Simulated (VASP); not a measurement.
# ZnCu2SnSe4: relaxation of cell and atoms with PBEsol

ZnCu2SnSe4:

```xyz
8
Lattice="-2.8856 2.8856 5.7398 2.8856 -2.8856 5.7398 2.8856 2.8856 -5.7398" Properties=species:S:1:pos:R:3 pbc="T T T"
Zn    0.0000    2.8856    2.8699
Cu    2.8856    0.0000    2.8699
Cu    0.0000    0.0000    0.0000
Sn    0.0000    0.0000    5.7398
Se    1.5381    1.4990    4.2477
Se    1.3475    1.3866   -1.4921
Se   -1.4990    1.5381    7.2320
Se    4.3846    1.3475    1.4921
```

The cell comes from a database or a generator and needn't be the stable form of this composition.

* Program: VASP 6.6.1
* Task: relaxation of cell and atoms
* Functional: PBEsol
* Potentials or basis: VASP PAW PBE potentials, release 64 (Zn, Cu, Sn_d, Se)
* Cutoff: 600 eV
* k mesh: 10 × 10 × 10
* Occupations: methfessel-paxton, width 0.1 eV
* Spin: no spin polarisation
* Further INCAR settings: ALGO = Normal; EDIFF = 1e-06; IBRION = 2; EDIFFG = -0.01; NSW = 90; ISIF = 3

```
Relaxed volume                         : 22.73 Å³/atom
Relaxed cell                           : a = 6.933 Å, b = 6.933 Å, c = 6.933 Å, α = 131.72°, β = 131.72°, γ = 70.67°
Space group after relaxing (to 0.05 Å) : I-4 (No. 82)
Energy gained by relaxing              : 11.9 meV/atom
Ionic steps                            : 8
Pressure after relaxing                : 0.0 GPa
Largest force after relaxing           : 0.007 eV/Å
Band gap on the k mesh                 : 0.03 eV, direct
```

Forces in eV/Å, atoms in the order of the input:
```
Zn   0.000  0.000  0.000
Cu   0.000  0.000  0.000
Cu   0.000  0.000  0.000
Sn   0.000  0.000  0.000
Se   0.004  0.001  0.005
Se  -0.004 -0.001  0.005
Se  -0.001  0.004 -0.005
Se   0.001 -0.004 -0.005
```

Stress tensor (GPa, compression positive):
```
-0.05  0.00  0.00
 0.00 -0.05  0.00
 0.00  0.00  0.02
```

Step by step:
```csv
step,energy change (eV),largest force (eV/Å),pressure (GPa),volume (Å³)
1,0.0000,0.1306,-2.87,191.18
2,-0.0828,0.1828,0.93,179.59
3,-0.0890,0.1702,0.06,181.87
4,-0.0933,0.0976,0.02,181.79
5,-0.0954,0.0202,-0.01,181.67
6,-0.0954,0.0130,0.05,181.68
7,-0.0954,0.0123,0.04,181.69
8,-0.0955,0.0069,-0.03,181.86
```

Final structure:
```yaml
crystal:
  lattice:
    - [-2.83520, 2.83520, 5.65589]
    - [2.83520, -2.83520, 5.65589]
    - [2.83520, 2.83520, -5.65589]
  atoms:
    - { symbol: Zn, position: [0.75000, 0.25000, 0.50000] }
    - { symbol: Cu, position: [0.25000, 0.75000, 0.50000] }
    - { symbol: Cu, position: [0.00000, 0.00000, 0.00000] }
    - { symbol: Sn, position: [0.50000, 0.50000, 0.00000] }
    - { symbol: Se, position: [0.62982, 0.63963, 0.53082] }
    - { symbol: Se, position: [0.10881, 0.09901, 0.46918] }
    - { symbol: Se, position: [0.90099, 0.37018, 0.00981] }
    - { symbol: Se, position: [0.36037, 0.89119, 0.99019] }
```

Levels at points of the mesh, in eV from the valence-band top:
```tsv
k point	band 33	band 34	band 35	band 36	band 37	band 38	band 39	band 40
(0.00, 0.00, 0.00)	-1.67	-0.25	0.00	0.00	0.03	1.60	2.24	3.37
(0.50, 0.00, 0.00)	-1.31	-1.28	-1.19	-0.61	1.37	2.71	2.91	3.81
(0.50, 0.50, 0.00)	-0.93	-0.81	-0.60	-0.42	0.15	1.80	2.58	3.63
(0.50, 0.50, 0.50)	-1.22	-1.22	-0.98	-0.98	0.85	1.65	1.65	1.90
```

Wall time 33 min on 4 MPI ranks on Intel(R) Xeon(R) Platinum 8488C (Sapphire Rapids), on a shared host, peak memory 1.6 GiB a rank.

Caveat: the PAW data sets were made with another functional, which shifts forces and pressure a little; spin-orbit coupling is left out, which moves the levels of the heavy elements. A k mesh can miss the band edges.
